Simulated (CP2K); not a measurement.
Runs of CP2K 2026.2 on AlN. The structure is cubic, space group Fm-3m (No. 225). The conventional cell has a = 4.069 Å, b = 4.069 Å, c = 4.069 Å, α = 90.00°, β = 90.00°, γ = 90.00°. Al (site symmetry m-3m) has 6 N at 2.03 Å as nearest neighbours. N (site symmetry m-3m) has 6 Al at 2.03 Å as nearest neighbours. Measurements of this composition are mostly on another form, of space group No. 186.

| level | potentials or basis | smearing | EPS_DEFAULT | NGRIDS | points a segment of the path (NPOINTS) | bands added on the path | CUTOFF of the grids | gap on the mesh (eV) | pressure (GPa) |
| --- | --- | --- | --- | --- | --- | --- | --- | --- | --- |
| TB-mBJ | POTENTIAL_UZH Al GTH-PBE-q3, N GTH-PBE-q5; TZVP-MOLOPT-PBE-GTH basis | fermi-dirac 0.1 eV | 1.0E-9 | 5 | 8 | 2 | 675 Ry | (a) | - |
| LDA | GTH_POTENTIALS Al GTH-PADE-q3, N GTH-PADE-q5; TZVP-MOLOPT-PBE-GTH basis | fermi-dirac 0.05 eV | 1.0E-10 | 4 | 10 | 6 | 450 Ry | (b) | -10.9 |
| r2SCAN | POTENTIAL_UZH Al GTH-SCAN-q3, N GTH-SCAN-q5; TZVP-MOLOPT-SCAN-GTH basis | fermi-dirac 0.05 eV | 1.0E-9 | 4 | 10 | 2 | 675 Ry | 5.21 | -7.5 |
| PBEsol | POTENTIAL_UZH Al GTH-PBE-q3, N GTH-PBE-q5; TZVP-MOLOPT-PBE-GTH basis | fermi-dirac 0.05 eV | 1.0E-9 | 4 | 8 | 2 | 450 Ry | 4.46 | -0.9 |

Alike in all rows: task band structure; no spin polarisation; cell as given; k mesh 11 × 11 × 11.

Task: Estimate the missing entries.

Result: (a) 5.53; (b) 4.32.

Caveats: the mesh misses the band edges, which the band path finds closer together; the basis of atomic orbitals isn't converged, which shifts pressures, moduli and gaps; the potentials were made for another functional, which shifts forces and pressure (some runs); this is a model potential without an energy functional, so only levels have meaning (some runs).

Runs at the PBE level aren't shown here.
